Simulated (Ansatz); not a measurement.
Data:

ZrO2:
```
CELL_PARAMETERS angstrom
      0.00000     2.54470     2.54470
      2.54470     0.00000     2.54470
      2.54470     2.54470     0.00000
ATOMIC_POSITIONS crystal
  Zr 0.00000 0.00000 0.00000
  O  0.25000 0.25000 0.25000
  O  0.75000 0.75000 0.75000
```

This is the r²SCAN-relaxed structure.

### Question
All from DFT-r²SCAN in the program Ansatz with PAW potentials, unless another level is named. Predict the formation energy from the elements (no fitted shifts).

### Answer
-3.66 eV/atom.

### Question
Give the smallest direct gap on the standard path.

### Answer
4.29 eV.

### Question
Next, the electron effective mass with spin–orbit coupling, band 1 of 2 at the edge?

### Answer
2.1 along [100], 1.2 along [110], 0.87 along [111] (mₑ).

### Question
Next, the weight of the conduction-edge state by species (Voronoi cells)?

### Answer
Zr 76 %, O 24 %.

Space group Fm-3m (fluorite). This is a known high-temperature phase of the composition, computed here at zero pressure and temperature. Symmetry was held in the r²SCAN relaxation; whether a distortion lowers the energy is not shown. The run is not spin-polarised. The references are the lowest solids computed at this level, not always the standard phases (solids in place of the gases). Spin–orbit coupling is left out wherever it is not named.

Potentials: the later of the program's two PAW sets.
